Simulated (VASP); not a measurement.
Crystal: CdF2.

```
Cd F
1.0
     0.00000    2.69400    2.69400
     2.69400    0.00000    2.69400
     2.69400    2.69400    0.00000
Cd F
1 2
Direct
  0.00000 0.00000 0.00000
  0.75000 0.75000 0.75000
  0.25000 0.25000 0.25000
```

Base run:

* Program: VASP 6.6.1
* Functional: r2SCAN
* Potentials or basis: VASP PAW PBE potentials, release 64 (Cd, F)
* Cutoff: 520 eV
* k mesh: 6 × 6 × 6
* Occupations: gaussian, width 0.02 eV
* Spin: spin-orbit coupling, no magnetisation

Its results: pressure 1.0 GPa.

Q: After a change of settings the same cell gave: pressure 6.2 GPa. Which change was it?
A. functional from r2SCAN to PBE
B. functional from r2SCAN to LDA; potentials or basis from VASP PAW PBE potentials, release 64 (Cd, F) to VASP PAW LDA potentials, release 64 (Cd, F)
C. k mesh from 6 × 6 × 6 to 10 × 10 × 10; spin from spin-orbit coupling, no magnetisation to no spin polarisation
D. functional from r2SCAN to HSE06; further incar settings from ALGO = Normal; EDIFF = 1e-06 to ALGO = Normal; EDIFF = 1e-06; NBANDS = 39

A: A.

Caveats: the PAW data sets were made with another functional, which shifts forces and pressure a little (some runs).

Not every run made on this cell is shown here.
